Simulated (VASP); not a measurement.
# Sb: equation of state with LDA

Crystal: Sb.

```
Sb
1.0
     0.00000    2.35206    2.35206
     2.35206    0.00000    2.35206
     2.35206    2.35206    0.00000
Sb
1
Direct
  0.00000 0.00000 0.00000
```

This isn't the form of Sb at room conditions, which is rhombohedral.

```
Program             : VASP 6.6.1
Task                : equation of state
Functional          : LDA
Potentials or basis : VASP PAW LDA potentials, release 64 (Sb)
Cutoff              : 520 eV
k mesh              : 8 × 8 × 8
Occupations         : fermi-dirac, width 0.05 eV
Spin                : no spin polarisation
```

* Equilibrium volume: 26.02 Å³/atom
* Bulk modulus: 72 GPa
* Pressure derivative of the bulk modulus: 4.0 (rough: it moves with the points fitted)

Energy against volume, from the lowest point:
```
volume (Å³/atom)  energy (meV/atom)
          24.983              10.02
          25.504               2.42
          26.024               0.00
          26.545               2.26
          27.065               8.76
```

All runs of the series together: 20 s on 1 thread of AMD EPYC 7R13 Processor (Zen 3) (shared host).

Spin-orbit coupling is left out, which matters for the levels of Sb.
